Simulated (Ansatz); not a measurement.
MgSe in Ansatz: convergence with ecutfock ratio

The system is MgSe.

```
CELL_PARAMETERS angstrom
0.00000 2.72550 2.72550
2.72550 0.00000 2.72550
2.72550 2.72550 0.00000
ATOMIC_POSITIONS crystal
Se 0.50000 0.50000 0.50000
Mg 0.00000 0.00000 0.00000
```

* Program: Ansatz 0.2.0
* Task: convergence study
* Functional: PBE0
* Potentials or basis: SPMS NC
* Cutoff: 816 eV
* Density cutoff: 3265 eV
* k mesh: 4 × 4 × 4
* Occupations: methfessel-paxton, width 0.05 eV
* Spin: no spin polarisation

These are the settings of the first run; the series varies ecutfock ratio, with any setting tied to it.

Hardware: 2 threads of Arm Neoverse V2, with other jobs on the host.

| ecutfock ratio | energy less the tightest run, at zero smearing (meV/atom) | SCF cycles | CPU time (s) | peak memory (GiB) |
| --- | --- | --- | --- | --- |
| 1 | -0.18 | 16 | 13 | 0.62 |
| 2 | 0.00 | 16 | 15 | 0.66 |
| 3 | 0.00 | 16 | 15 | 0.68 |
| 4 | 0.00 | 16 | 15 | 0.68 |

Against the tightest run, the energy stays within 1 meV/atom from 1 on. The tightest run that finished is the yardstick and may itself not be fully converged.

Caveat, for the tightest run too: the k mesh is coarse (spacing up to 0.50 Å⁻¹), so the values aren't converged, least of all with exact exchange.
